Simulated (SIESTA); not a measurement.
Crystal: Sb.

```
CELL_PARAMETERS angstrom
-1.57654 1.57654 2.71194
1.57654 -1.57654 2.71194
1.57654 1.57654 -2.71194
ATOMIC_POSITIONS crystal
Sb 0.00000 0.00000 0.00000
```

This isn't the form of Sb at room conditions, which is rhombohedral.

| Property | Result |
| --- | --- |
| Program | SIESTA 5.4.2 |
| Task | relaxation of cell and atoms |
| Functional | optB88-vdW |
| Potentials or basis | PseudoDojo 0.4 standard (PBE files) |
| Basis | DZP (energy shift 0.003 Ry; two zetas on semicore shells) |
| Grid cutoff | 500 Ry |
| Energy shift | 0.003 Ry |
| k mesh | 12 × 12 × 12 |
| Occupations | fermi-dirac, width 0.05 eV |
| Spin | no spin polarisation |

At the start: pressure 5.2 GPa; volume 26.96 Å³/atom.

Problem. How do energy, volume and symmetry change on relaxing?

Solution. Over 9 steps the energy falls by 37.1 meV/atom and the volume is 29.42 Å³/atom (+9.1 %); space group I4/mmm (No. 139, to 0.05 Å).

Step by step:
```csv
step,energy change (eV),largest force (eV/Å),pressure (GPa),volume (Å³)
1,0.0000,0.0000,5.21,26.96
2,-0.0222,0.0000,2.75,27.90
3,-0.0315,0.0000,-0.54,29.46
4,-0.0321,0.0000,-0.01,29.18
5,-0.0350,0.0000,0.02,29.29
6,-0.0369,0.0000,0.14,29.38
7,-0.0371,0.0000,0.10,29.35
8,-0.0346,0.0000,-0.88,30.02
9,-0.0371,0.0000,-0.02,29.42
```

Final structure:
```xyz
1
Lattice="-1.6041 1.5910 2.8732 1.5910 -1.6041 2.8732 1.6092 1.6092 -2.8808" Properties=species:S:1:pos:R:3 pbc="T T T"
Sb    0.0000    0.0000    0.0000
```

Caveat: the potentials were made for another functional, which shifts forces and pressure; the basis of atomic orbitals isn't converged, which shifts pressures, moduli and gaps.
